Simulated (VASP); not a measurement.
The system is Al2O3.

```xyz
5
Lattice="3.0175 0.0000 0.0000 -1.5087 2.6132 0.0000 0.0000 0.0000 7.5746" Properties=species:S:1:pos:R:3 pbc="T T T"
Al    0.0000    0.0000    5.4693
Al    0.0000    0.0000    2.1054
O     0.0000    0.0000    3.7873
O     1.5087    0.8711    6.0638
O     0.0000    1.7421    1.5108
```

Measurements of this composition are mostly on another form, of space group No. 167.

Base run:

```yaml
Program: VASP 6.6.1
Functional: HSE06
Potentials_or_basis: VASP PAW PBE potentials, release 64 (Al, O)
Cutoff: 520 eV
k_mesh: 6 × 6 × 2
Occupations: gaussian, width 0.02 eV
Spin: no spin polarisation
```

Its results: band gap on the k mesh 3.93 eV, direct; pressure -5.5 GPa; largest force 0.433 eV/Å.

Task: The run is repeated on the same cell with these changes: functional from HSE06 to PBE0. What comes out?

Result: Band gap on the k mesh 4.66 eV, direct; pressure -5.5 GPa; largest force 0.436 eV/Å.

Caveats: the PAW data sets were made with another functional, which shifts forces and pressure a little.
